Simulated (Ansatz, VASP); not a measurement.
**AlN: VASP beside Ansatz**

```
Al N
1.0
     3.12075    0.00000    0.00000
    -1.56038    2.70265    0.00000
     0.00000    0.00000   10.11147
Al N
4 4
Cartesian
  0.0000 0.0000 -0.0017
  0.0000 1.8018 2.5152
  1.5604 0.9009 5.0540
  0.0000 1.8018 7.5709
  0.0000 0.0000 1.9030
  0.0000 1.8018 4.4310
  1.5604 0.9009 6.9587
  0.0000 1.8018 9.4868
```

Alike in both runs: functional PBE; k mesh 9 × 9 × 3; occupations gaussian, width 0.02 eV; no spin polarisation.

Ansatz relaxed the structure, and its values are those at the end. VASP's run is a single point on that final structure, the one shown.

|  | VASP | Ansatz |
| --- | --- | --- |
| version | VASP 6.6.1 | Ansatz 0.2.0 |
| potentials or method | VASP PAW PBE potentials, release 64 (Al, N) | scalar-relativistic, plane waves, PAW |
| plane-wave cutoff (eV) | 520 | 420 |
| valence electrons in the cell | 32 | 32 |

VASP gave:

| Quantity | Value |
| --- | --- |
| gap on the k mesh at the Fermi level (eV) | 4.01 |
| least direct gap on the mesh (eV) | 4.01 |
| pressure (GPa) | -0.3 |

Task: Estimate Ansatz's values.

Result: gap on the k mesh at the Fermi level (eV): 4.00; least direct gap on the mesh (eV): 4.00; pressure (GPa): 0.0.

With one functional, cell and mesh, what is left measures potentials, basis and numerics.

Caveats: an odd mesh through Γ misses points on the zone boundary, where band edges often lie. As with any semilocal functional, this PBE gap is likely too small.
